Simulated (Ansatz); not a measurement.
# AlNi: the cost of one run

Method: DFT PBEsol, scalar-relativistic, plane waves, PAW, in Ansatz 0.2.0.

3 further runs of the same task are left out: 3 set aside as unsound or not needed.

**1. Starting point**

Symmetry: Pm-3m, No. 221, cubic system. Conventional cell: a = 2.863 Å, b = 2.863 Å, c = 2.863 Å, α = 90.00°, β = 90.00°, γ = 90.00°. Al (site symmetry m-3m) is surrounded by 8 Ni at 2.48 Å. Around Ni (site symmetry m-3m) lie 8 Al at 2.48 Å.

Coordinates:

```cif
data_structure
_symmetry_space_group_name_H-M 'Pm-3m'
_symmetry_Int_Tables_number 221
_cell_length_a 2.8632
_cell_length_b 2.8632
_cell_length_c 2.8632
_cell_angle_alpha 90.000
_cell_angle_beta 90.000
_cell_angle_gamma 90.000
_cell_volume 23.47
loop_
_atom_site_label
_atom_site_type_symbol
_atom_site_symmetry_multiplicity
_atom_site_Wyckoff_symbol
_atom_site_fract_x
_atom_site_fract_y
_atom_site_fract_z
_atom_site_occupancy
Al1 Al 1 a 0.00000 0.00000 0.00000 1
Ni1 Ni 1 b 0.50000 0.50000 0.50000 1
```

It goes back to an entry of the Materials Project, which need not be the stable form.

This cell was relaxed beforehand with the same method: volume 11.74 Å³/atom, gap on the mesh none (metal).

**2. The cell at 0.98 of its volume**

input.yaml

```yaml
crystal:
  lattice:
    - [2.0104996643, -2.0104985906, 0.0]
    - [2.0104996643, 2.0104985906, 0.0]
    - [0.0, 0.0, 2.8455233752]
  atoms:
    - { symbol: Al, position: [0.0, 0.0, 0.0] }
    - { symbol: Ni, position: [0.5, 0.5, 0.5] }
basis:
  ecutwfc: 420
kpoints:
  mp_grid: { grid: [16, 16, 14] }
hamiltonian:
  xc: pbesol
scf:
  occupations: { method: fermi_dirac, width: 0.15 }
output:
  forces: true
  stress: true
  eigenvalues: true
relax:
  adjacent_minimum: "off"
  f_tol: 0.001
  max_steps: 60
  cell: { stress_tol: 0.01, fix: [volume] }
```

On the command line:

```sh
$ ansatz run input.yaml --threads 1 --pin off --max-ram 3072MiB --backend cpu --events-out ev --progress --plain --runs-dir out
```

What time and memory should one allow on 1 thread of Intel Xeon 6975P-C (Granite Rapids), shared host?

About 8.1 s, with a peak of 0.44 GiB.
